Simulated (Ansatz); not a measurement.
## Al: zone-centre modes under pressure

Al, P6_3/mmc, a = 2.817 Å, c = 4.637 Å. This isn't the element's structure at ambient conditions. Ansatz: PBE+D3(BJ), PAW, 420 eV, Γ-centred 18×18×10 mesh on 2 atoms, Fermi-Dirac smearing 0.15 eV; no spin polarisation. Cell and atoms are relaxed at each pressure with the symmetry kept; optical modes at Γ by linear response, in cm⁻¹, matched by rank (the highest 2 distinct ones).

| P (GPa) | V (Å³/atom) | ω1 | ω2 |
| --- | --- | --- | --- |
| 0 | 15.932 | 153.0 | 331.8 |
| 3 | 15.403 | 163.5 | 353.8 |
| 8 | 14.690 | 178.4 | 385.7 |
| 15 | 13.915 | ? | ? |

Question: Get each mode's Grüneisen parameter γ = −d ln ω/d ln V from the other rows and predict the missing frequencies.

Answer: ln(V/V0) = 0.0000, -0.0338, -0.0812, -0.1354; a line through ln(ω/ω0) of the 3 known rows gives ω1: γ = 1.888 (intercept 0.0009), predicted 197.8, computed 195.8; ω2: γ = 1.852 (intercept 0.0006), predicted 426.6, computed 423.7. The worst miss is 1.0 %, or 5 % of the shift under pressure, so a constant γ serves at that level. In a metal these frequencies hang on the mesh and smearing.

Cost: 4 runs of about 1.2 core-minutes in all, on Intel Xeon Platinum 8488C (Sapphire Rapids) (shared hosts).